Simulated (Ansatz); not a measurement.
C₄H₆, SMILES `C1=CCC1`. The species carries charge 0 and has multiplicity 1. All single points use the PBE0-D4/def2-TZVP geometry.

```xyz
10

C     0.619   -0.622    0.725
C    -0.045   -1.087   -0.335
C    -0.568    0.267   -0.742
C     0.207    0.810    0.496
H     1.234   -1.090    1.485
H    -0.172   -2.075   -0.761
H    -1.654    0.392   -0.695
H    -0.215    0.644   -1.706
H     1.016    1.507    0.261
H    -0.422    1.255    1.272
```

Question: What is the dipole moment at r2SCAN/def2-TZVPP? (An estimate is asked.)

Answer: The calculation gave: 0.20 D, with components (-0.06, 0.18, -0.04) D in this frame, pointing from negative to positive charge.

Question: And with PBE, B3LYP, ωB97M-V? (Estimate.)

Answer: Ansatz gave: PBE 0.19 D, B3LYP 0.15 D, ωB97M-V 0.13 D.

Question: Give the Mulliken charges with r2SCAN, PBE, ωB97M-V in def2-TZVPP. (Estimate.)

Answer: Computed: 
```csv
atom,r2SCAN,PBE,ωB97M-V
C1,-0.14,-0.15,-0.15
C2,-0.14,-0.15,-0.15
C3,-0.01,-0.08,-0.16
C4,-0.01,-0.08,-0.16
H5,0.09,0.10,0.12
H6,0.09,0.10,0.12
H7,0.03,0.06,0.09
H8,0.03,0.06,0.09
H9,0.03,0.06,0.09
H10,0.03,0.06,0.09
```

B3LYP here is the variant with VWN-RPA as its local correlation; programs differ in this.
